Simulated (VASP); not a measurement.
# H12CO5 in VASP: further runs, part 2 of 2

VASP 6.6.1. The steps go on from the part before.

### Step 3. Single point, PBE

File INCAR:

```
SYSTEM = H12CO5
  PREC = Accurate
  ENCUT = 520
  EDIFF = 1E-6
  ISMEAR = -1
  SIGMA = 0.05
  LREAL = Auto
  LASPH = .TRUE.
  NELM = 80
  ALGO = Fast
  ISIF = 2
  LWAVE = .FALSE.
  LCHARG = .FALSE.
  GGA = PE
  NBANDS = 38
```

File KPOINTS:

```
regular mesh
0
G
  1 1 1
  0 0 0
```

File POSCAR:

```
H12CO5
1.0
    5.3085660000      0.0000000000      0.0000000000
    0.0000000000      5.3085660000      0.0000000000
    0.0000000000      0.0000000000      5.3085660000
O H C
5 12 1
Direct
    0.0792681112      0.3212732026      0.3164508080
    0.3651456909      0.2876106278      0.9192501327
    0.6173606959      0.1855303297      0.4988352787
    0.2360524481      0.8374577993      0.5671211397
    0.5550086408      0.7410099074      0.1422794781
    0.1490986455      0.4852157814      0.3583453611
    0.1167358567      0.2989696276      0.1454441746
    0.4768331033      0.2921881352      0.7684561141
    0.4400246696      0.4477291984      0.9811312509
    0.7886687290      0.1946665069      0.4844811198
    0.5581733372      0.2407241428      0.3339885008
    0.2407618178      1.0233837161      0.5220242152
    0.2570185621      0.8323905175      0.7524442571
    0.7034102995      1.0799903401      0.0358665598
    0.5301243311      0.8205605808      0.2980465911
    0.9472614638      0.8364217380      0.1354037983
    0.7855793825      0.8419034444     -0.1753580911
    0.7700761373      0.8899201781      0.0294618170
```

Potentials or basis: VASP PAW PBE potentials, release 64 (O, H, C).

The run is started by

```sh
$ cat potpaw_PBE.64/O/POTCAR potpaw_PBE.64/H/POTCAR potpaw_PBE.64/C/POTCAR > POTCAR
$ mpirun -np 1 vasp_gam > vasp.out
```

OUTCAR:

```text
SYSTEM = H12CO5
   PREC = Accurate
   ENCUT = 520
   EDIFF = 1E-6
   ISMEAR = -1
   LREAL = Auto
   LASPH = .TRUE.
   NELM = 80
   ISIF = 2
   GGA = PE

 ion  position               nearest neighbor table
   1  0.079  0.321  0.316-   7 0.94   6 0.97
   2  0.365  0.288  0.919-   9 0.99   8 1.00
   3  0.617  0.186  0.499-  10 0.91  11 0.97
   4  0.236  0.837  0.567-  13 0.99  12 1.02
   5  0.555  0.741  0.142-  15 0.94  18 1.51
   6  0.149  0.485  0.358-   1 0.97
[... 257 lines left out ...]
  -------------------------------------------------------------------------------------
  Total        2.3569853      0.4529819      2.9567377     -1.2202854      2.9693442     -1.6675099
  in kB       25.2426989      4.8513181     31.6658915    -13.0689394     31.8009036    -17.8585976
  external PRESSURE =      20.5866362 kB  Pullay stress =       0.0000000 kB

 VOLUME and BASIS-vectors are now :
 -----------------------------------------------------------------------------
  energy-cutoff  :      520.00
  volume of cell :      149.60
      direct lattice vectors                 reciprocal lattice vectors
     5.308566000  0.000000000  0.000000000     0.188374789  0.000000000  0.000000000
     0.000000000  5.308566000  0.000000000     0.000000000  0.188374789  0.000000000
     0.000000000  0.000000000  5.308566000     0.000000000  0.000000000  0.188374789

 POSITION                                       TOTAL-FORCE (eV/Angst)
 -----------------------------------------------------------------------------------
      0.42080      1.70550      1.67990        -0.532557      0.348198      2.278370
      1.93840      1.52680      4.87990         1.036947      1.369782     -0.350851
      3.27730      0.98490      2.64810        -3.369090     -0.421798      0.334628
      1.25310      4.44570      3.01060        -0.196152      0.979342      0.283026
      2.94630      3.93370      0.75530         1.743686     -0.300674     -3.076553
      0.79150      2.57580      1.90230        -0.052719      0.382084      0.324933
[... 10 lines left out ...]
      4.17030      4.46930      4.37767        -0.025326     -0.224377      0.746453
      4.08800      4.72420      0.15640        -0.663552     -2.339006     -0.147387
 -----------------------------------------------------------------------------------
    total drift:                               -0.004377     -0.006896      0.011203

  FREE ENERGIE OF THE ION-ELECTRON SYSTEM (eV)
  ---------------------------------------------------
  free  energy   TOTEN  =       -88.2164378796 eV

  energy  without entropy=      -88.2164378796  energy(sigma->0) =      -88.21643788
```

OSZICAR:

```text
N       E                     dE             d eps       ncg     rms          rms(c)
DAV:   1     0.368728013567E+03    0.36873E+03   -0.25717E+04    76   0.113E+03
DAV:   2    -0.627558212605E+02   -0.43148E+03   -0.41442E+03   106   0.281E+02
DAV:   3    -0.959220964708E+02   -0.33166E+02   -0.32980E+02    96   0.840E+01
DAV:   4    -0.963792692121E+02   -0.45717E+00   -0.45673E+00    88   0.107E+01
DAV:   5    -0.963841022783E+02   -0.48331E-02   -0.48326E-02    96   0.110E+00    0.178E+01
RMM:   6    -0.885477235955E+02    0.78364E+01   -0.17772E+01    77   0.181E+01    0.713E+00
RMM:   7    -0.883102063922E+02    0.23752E+00   -0.22604E+00    96   0.615E+00    0.441E+00
RMM:   8    -0.882185402440E+02    0.91666E-01   -0.32429E-01    98   0.316E+00    0.754E-01
RMM:   9    -0.882134825229E+02    0.50577E-02   -0.59035E-02   102   0.104E+00    0.236E-01
RMM:  10    -0.882161709104E+02   -0.26884E-02   -0.12249E-02    95   0.477E-01    0.156E-01
RMM:  11    -0.882165061439E+02   -0.33523E-03   -0.26440E-03    98   0.264E-01    0.806E-02
RMM:  12    -0.882164299110E+02    0.76233E-04   -0.47156E-04   104   0.907E-02    0.237E-02
RMM:  13    -0.882164446754E+02   -0.14764E-04   -0.26301E-04   104   0.633E-02    0.185E-02
RMM:  14    -0.882164371776E+02    0.74978E-05   -0.47116E-05   101   0.296E-02    0.261E-03
RMM:  15    -0.882164378796E+02   -0.70202E-06   -0.69386E-06    92   0.104E-02
   1 F= -.88216438E+02 E0= -.88216438E+02  d E =-.285986E-10
```

stdout:

```text
POSCAR found type information on POSCAR O H C
 POSCAR found :  3 types and      18 ions
 scaLAPACK will be used
 LDA part: xc-table for (Slater+PW92), standard interpolation
 POSCAR, INCAR and KPOINTS ok, starting setup
 FFT: planning ... GRIDC
 FFT: planning ... GRID_SOFT
 FFT: planning ... GRID
 WAVECAR not read
 entering main loop
```

Run time: 22 s. Hardware: 1 thread of Intel Xeon Platinum 8488C (Sapphire Rapids), shared host; peak memory 0.22 GiB.

What came out:

```
Free energy            : -88.2164 eV
Pressure               : 2.1 GPa
Largest force          : 3.956 eV/Å
Band gap on the k mesh : 5.26 eV, direct
```

Forces in eV/Å, atoms in the order of the input:
```
O   -0.533  0.348  2.278
O    1.037  1.370 -0.351
O   -3.369 -0.422  0.335
O   -0.196  0.979  0.283
O    1.744 -0.301 -3.077
H   -0.053  0.382  0.325
H    0.601 -0.471 -2.254
H   -0.591 -1.091 -0.582
H   -0.702  0.133  0.828
H    3.919  0.416 -0.340
H   -0.171  0.290 -0.018
H   -0.221 -1.470  0.444
H    0.024  0.124 -0.678
H    0.415  1.021  0.251
H   -0.701  0.735  2.380
H   -0.514  0.519 -0.423
H   -0.025 -0.224  0.746
C   -0.664 -2.339 -0.147
```

Levels at points of the mesh, in eV from the valence-band top:
| k point | band 20 | band 21 | band 22 | band 23 | band 24 | band 25 | band 26 | band 27 |
| --- | --- | --- | --- | --- | --- | --- | --- | --- |
| (0.00, 0.00, 0.00) | -0.61 | -0.56 | -0.18 | 0.00 | 5.26 | 7.95 | 8.45 | 8.89 |

PBE gaps usually lie below the measured ones, often by a third to a half.

### Step 4. Single point, PBE

File INCAR:

```
SYSTEM = H12CO5
PREC = Accurate
ENCUT = 520
EDIFF = 1E-6
ISMEAR = -1
SIGMA = 0.05
LREAL = Auto
LASPH = .True.
NELM = 100
ALGO = Normal
ISIF = 2
LWAVE = .False.
LCHARG = .False.
GGA = PE
NBANDS = 38
```

File KPOINTS:

```
Automatic mesh
0
Gamma
  1 1 1
  0 0 0
```

File POSCAR:

```
H12CO5
1.0
    5.3085660000      0.0000000000      0.0000000000
    0.0000000000      5.3085660000      0.0000000000
    0.0000000000      0.0000000000      5.3085660000
O H C
5 12 1
Direct
    0.0395775432      0.3031327104      0.3024545612
    0.4017845874      0.3987329158      0.9595811750
    0.5952454957      0.1854549797      0.4674897138
    0.1695184726      0.7776864788      0.5652373918
    0.5811738989      0.7839970342      0.1547875641
    0.0855598292      0.4665478398      0.3806677736
    0.1674086750      0.3164696455      0.1550701263
    0.4732728198      0.3441984144      0.7902322397
    0.4772852028      0.5568547137      1.0200306448
    0.7640104691      0.2311547035      0.4437168154
    0.5093089169      0.2402720433      0.3118544631
    0.2281783819      0.9482221753      0.4882109406
    0.2898522878      0.7589055123      0.6987009298
    0.8524712700      1.0043766998     -0.0019590978
    0.6123876015      0.8804449262      0.3214615774
    0.9622749345      0.7260341117      0.1582536602
    0.8415832072      0.7110018035     -0.1555222258
    0.8347263649      0.8061310719      0.0244133727
```

The run is started by

```sh
$ cat potpaw_PBE.64/O/POTCAR potpaw_PBE.64/H/POTCAR potpaw_PBE.64/C/POTCAR > POTCAR
$ mpirun -np 1 vasp_gam > vasp.out
```

Run time: 16 s. Hardware: 1 thread of Intel Xeon Platinum 8488C (Sapphire Rapids), shared host; peak memory 0.23 GiB.

It converged, with:

- Free energy: -88.2642 eV
- Pressure: 0.3 GPa
- Largest force: 3.110 eV/Å
- Band gap on the k mesh: 4.78 eV, direct

Forces on the atoms (eV/Å):
```
O    1.885  1.056 -1.162
O   -0.137 -1.536 -1.678
O   -2.861 -0.908  0.815
O    0.547  2.303 -1.428
O    1.571  0.653  0.357
H   -0.234 -0.225  0.363
H   -1.137 -0.443  0.559
H   -0.529  0.313  1.349
H    0.213  0.436  0.433
H    2.473  0.540 -0.553
H    0.257  0.143  0.116
H   -1.062 -1.979  0.758
H    0.347 -0.399  0.762
H    0.614  0.846 -0.252
H   -0.674 -0.633 -1.281
H    1.067 -0.115  0.202
H   -0.412 -0.395 -0.274
C   -1.928  0.344  0.915
```

Stress tensor (GPa, compression positive):
```
 2.56  0.67  2.72
 0.67  1.31 -0.35
 2.72 -0.35 -3.02
```

Levels at points of the mesh, in eV from the valence-band top:
```csv
k point,band 21,band 22,band 23,band 24,band 25,band 26
"(0.00, 0.00, 0.00)",-0.85,-0.72,0.00,4.78,7.66,8.21
```

### Step 5. Molecular dynamics, PBE

File INCAR:

```
SYSTEM = H12CO5
PREC = Accurate
ENCUT = 520
EDIFF = 1E-5
ISMEAR = -1
SIGMA = 0.05
LREAL = Auto
LASPH = .True.
NELM = 100
ALGO = Normal
ISIF = 2
LWAVE = .False.
LCHARG = .False.
GGA = PE
IBRION = 0
NSW = 40
POTIM = 0.5
TEBEG = 400.0
TEEND = 400.0
ISYM = 0
NELMIN = 4
RANDOM_SEED = 810689 0 0
MDALGO = 1
ANDERSEN_PROB = 0.0
```

File KPOINTS:

```
regular mesh
0
Gamma
  1 1 1
  0 0 0
```

File POSCAR:

```
H12CO5
1.0
    5.3085660000      0.0000000000      0.0000000000
    0.0000000000      5.3085660000      0.0000000000
    0.0000000000      0.0000000000      5.3085660000
O H C
5 12 1
Direct
    0.0385182200      0.4633354100      0.2858204000
    0.2866918700      0.3319788700      0.8479926200
    0.8194983700      0.1017314800      0.5185140900
    0.2536816600      0.8630326700      0.6216443100
    0.5342522100      0.6932620100      0.1896776000
    0.1433626400      0.5566088200      0.3956463300
    0.1391761900      0.3770633700      0.1646694000
    0.2675619100      0.1547231300      0.7953627400
    0.4299457200      0.3874161300      0.9267276300
    0.8888541400      0.2390711300      0.4260088000
    0.6371970600      0.1199336700      0.5194830600
    0.0988496500      0.9239179000      0.5344106800
    0.2092716400      0.7207920100      0.7258355100
    0.6824465300      1.0401327200     -0.0055883200
    0.5726615000      0.7511629500      0.3585236000
    0.8955924100      0.7657918900      0.0013309700
    0.6342538200      0.7565750000     -0.1768109300
    0.6969007700      0.8331690100      0.0010422400
```

Potentials or basis: VASP PAW PBE potentials, release 64 (O, H, C).

The run is started by

```sh
$ cat potpaw_PBE.64/O/POTCAR potpaw_PBE.64/H/POTCAR potpaw_PBE.64/C/POTCAR > POTCAR
$ mpirun -np 1 vasp_gam > vasp.out
```

OUTCAR:

```text
SYSTEM = H12CO5
   PREC = Accurate
   ENCUT = 520
   EDIFF = 1E-5
   ISMEAR = -1
   LREAL = Auto
   LASPH = .True.
   NELM = 100
   ISIF = 2
   GGA = PE
   IBRION = 0
   NSW = 40
   POTIM = 0.5
   TEBEG = 400.0
   ISYM = 0
   NELMIN = 4

 ion  position               nearest neighbor table
   1  0.039  0.463  0.286-   6 0.95   7 0.95
   2  0.287  0.332  0.848-   9 0.92   8 0.99
   3  0.819  0.102  0.519-  10 0.95  11 0.97
   4  0.254  0.863  0.622-  13 0.97  12 1.00
   5  0.534  0.693  0.190-  15 0.97  18 1.52
   6  0.143  0.557  0.396-   1 0.95
   7  0.139  0.377  0.165-   1 0.95
   8  0.268  0.155  0.795-   2 0.99
   9  0.430  0.387  0.927-   2 0.92
  10  0.889  0.239  0.426-   3 0.95
  11  0.637  0.120  0.519-   3 0.97
  12  0.099  0.924  0.534-   4 1.00
  13  0.209  0.721  0.726-   4 0.97
  14  0.682  0.040  0.994-  18 1.10
  15  0.573  0.751  0.359-   5 0.97
  16  0.896  0.766  0.001-  18 1.11
  17  0.634  0.757  0.823-  18 1.08
  18  0.697  0.833  0.001-  17 1.08  14 1.10  16 1.11   5 1.52

IMPORTANT INFORMATION: All symmetrisations will be switched off!
NOSYMM: (Re-)initialisation of all symmetry stuff for point group C_1.

[... 160 lines left out ...]
  Total        4.1580558      2.0350840      2.5496062      0.3758261      0.9749905      2.5776407
  in kB       44.5316960     21.7952196     27.3056185      4.0250002     10.4418947     27.6058616
  external PRESSURE =      31.2108447 kB  Pullay stress =       0.0000000 kB
[... 163 lines left out ...]
  ENERGY OF THE ELECTRON-ION-THERMOSTAT SYSTEM (eV)
  ---------------------------------------------------
% ion-electron   TOTEN  =       -88.045993  see above
  kinetic energy EKIN   =         0.882199
  kin. lattice  EKIN_LAT=         0.000000  (temperature  401.47 K)
  nose potential ES     =         0.000000
  nose kinetic   EPS    =         0.000000
  ---------------------------------------------------
  total energy   ETOTAL =       -87.163794 eV

[... ionic steps 4 to 37 ...]

--------------------------------------- Ionic step       38  -------------------------------------------

 number of electron      46.0000006 magnetization

------------------------ aborting loop because EDIFF is reached ----------------------------------------
[... 119 lines left out ...]
--------------------------------------- Ionic step       40  -------------------------------------------

 number of electron      46.0000006 magnetization

 Free energy of the ion-electron system (eV)
  ---------------------------------------------------
  ext. energy  EPLUGINS =         0.00000000
  ---------------------------------------------------
  free energy    TOTEN  =       -88.12842386 eV

  energy without entropy =      -88.12842386  energy(sigma->0) =      -88.12842386

 E-fermi :  -1.2086     XC(G=0):  -7.6141

 val. band max:       -2.4276624360   @ k =   0.0000   0.0000   0.0000
 cond. band min:       2.1698714984   @ k =   0.0000   0.0000   0.0000
 fundamental gap:      4.5975339344
 Fermi energy:        -1.2086276072

 k-point     1 :       0.0000    0.0000    0.0000
  band No.  band energies     occupation
      1     -22.3831      2.00000
      2     -21.8468      2.00000
      3     -21.4459      2.00000
      4     -21.0765      2.00000
      5     -20.8059      2.00000
      6     -12.8021      2.00000
[... 76 lines left out ...]
  ENERGY OF THE ELECTRON-ION-THERMOSTAT SYSTEM (eV)
  ---------------------------------------------------
% ion-electron   TOTEN  =       -88.128424  see above
  kinetic energy EKIN   =         0.962333
  kin. lattice  EKIN_LAT=         0.000000  (temperature  437.93 K)
  nose potential ES     =         0.000000
  nose kinetic   EPS    =         0.000000
  ---------------------------------------------------
  total energy   ETOTAL =       -87.166091 eV
```

OSZICAR:

```text
N       E                     dE             d eps       ncg     rms          rms(c)
DAV:   1     0.382319354880E+03    0.38232E+03   -0.26157E+04    66   0.130E+03
[... 242 lines left out ...]
     39 T=   419. E= -.87164943E+02 F= -.88085469E+02 E0= -.88085469E+02  EK= 0.92053E+00 SP= 0.00E+00 SK= 0.00E+00
       N       E                     dE             d eps       ncg     rms          rms(c)
DAV:   1    -0.881282132928E+02   -0.42742E-01   -0.34877E-03    66   0.181E+00    0.378E-02
DAV:   2    -0.881284338899E+02   -0.22060E-03   -0.23952E-03    84   0.333E-01    0.316E-02
DAV:   3    -0.881284270793E+02    0.68107E-05   -0.31367E-05    68   0.388E-02    0.218E-02
DAV:   4    -0.881284238616E+02    0.32176E-05   -0.98521E-06    60   0.250E-02
     40 T=   438. E= -.87166091E+02 F= -.88128424E+02 E0= -.88128424E+02  EK= 0.96233E+00 SP= 0.00E+00 SK= 0.00E+00
```

It took 4.6 min on 1 thread of Intel Xeon Platinum 8488C (Sapphire Rapids), shared host; peak memory 0.26 GiB.

The path:
| step | potential energy change (eV) | largest force (eV/Å) | pressure (GPa) | volume (Å³) | temperature (K) |
| --- | --- | --- | --- | --- | --- |
| 1 | 0.0000 | 3.8148 | 3.12 | 149.60 | 392 |
| 2 | 0.0037 | 3.9124 | 2.92 | 149.60 | 391 |
| 3 | -0.0204 | 3.3957 | 2.25 | 149.60 | 402 |
| 4 | -0.0586 | 2.9585 | 1.37 | 149.60 | 418 |
| 5 | -0.0874 | 2.7299 | 0.27 | 149.60 | 431 |
| 6 | -0.0887 | 2.7354 | -0.84 | 149.60 | 431 |
| 7 | -0.0601 | 2.6694 | -1.86 | 149.60 | 419 |
| 8 | -0.0141 | 2.4718 | -2.69 | 149.60 | 398 |
| 9 | 0.0293 | 2.2811 | -3.29 | 149.60 | 379 |
| 10 | 0.0519 | 2.5340 | -3.63 | 149.60 | 369 |
| 11 | 0.0429 | 2.6286 | -3.72 | 149.60 | 373 |
| 12 | 0.0014 | 2.5668 | -3.53 | 149.60 | 392 |
| 13 | -0.0638 | 2.4956 | -3.08 | 149.60 | 421 |
| 14 | -0.1365 | 2.4299 | -2.36 | 149.60 | 454 |
| 15 | -0.1973 | 2.3611 | -1.41 | 149.60 | 481 |
| 16 | -0.2292 | 2.6802 | -0.27 | 149.60 | 495 |
| 17 | -0.2244 | 3.4356 | 0.95 | 149.60 | 493 |
| 18 | -0.1894 | 4.0733 | 2.15 | 149.60 | 477 |
| 19 | -0.1442 | 4.4993 | 3.17 | 149.60 | 458 |
| 20 | -0.1130 | 4.6329 | 3.89 | 149.60 | 444 |
| 21 | -0.1095 | 4.4441 | 4.23 | 149.60 | 442 |
| 22 | -0.1310 | 3.9606 | 4.18 | 149.60 | 451 |
| 23 | -0.1630 | 3.2741 | 3.80 | 149.60 | 465 |
| 24 | -0.1871 | 2.9382 | 3.17 | 149.60 | 476 |
| 25 | -0.1877 | 2.6101 | 2.43 | 149.60 | 476 |
| 26 | -0.1565 | 2.6781 | 1.68 | 149.60 | 462 |
| 27 | -0.0966 | 3.0227 | 1.01 | 149.60 | 435 |
| 28 | -0.0227 | 3.1588 | 0.48 | 149.60 | 402 |
| 29 | 0.0448 | 3.0970 | 0.10 | 149.60 | 372 |
| 30 | 0.0871 | 3.4136 | -0.11 | 149.60 | 353 |
| 31 | 0.0944 | 3.6905 | -0.17 | 149.60 | 349 |
| 32 | 0.0690 | 3.8128 | -0.06 | 149.60 | 361 |
| 33 | 0.0244 | 3.7955 | 0.21 | 149.60 | 380 |
| 34 | -0.0197 | 3.6613 | 0.62 | 149.60 | 400 |
| 35 | -0.0460 | 3.4385 | 1.17 | 149.60 | 412 |
| 36 | -0.0488 | 3.1626 | 1.78 | 149.60 | 413 |
| 37 | -0.0392 | 3.7740 | 2.35 | 149.60 | 409 |
| 38 | -0.0379 | 4.0968 | 2.79 | 149.60 | 409 |
| 39 | -0.0598 | 3.7419 | 3.00 | 149.60 | 419 |
| 40 | -0.1028 | 2.8913 | 2.98 | 149.60 | 438 |
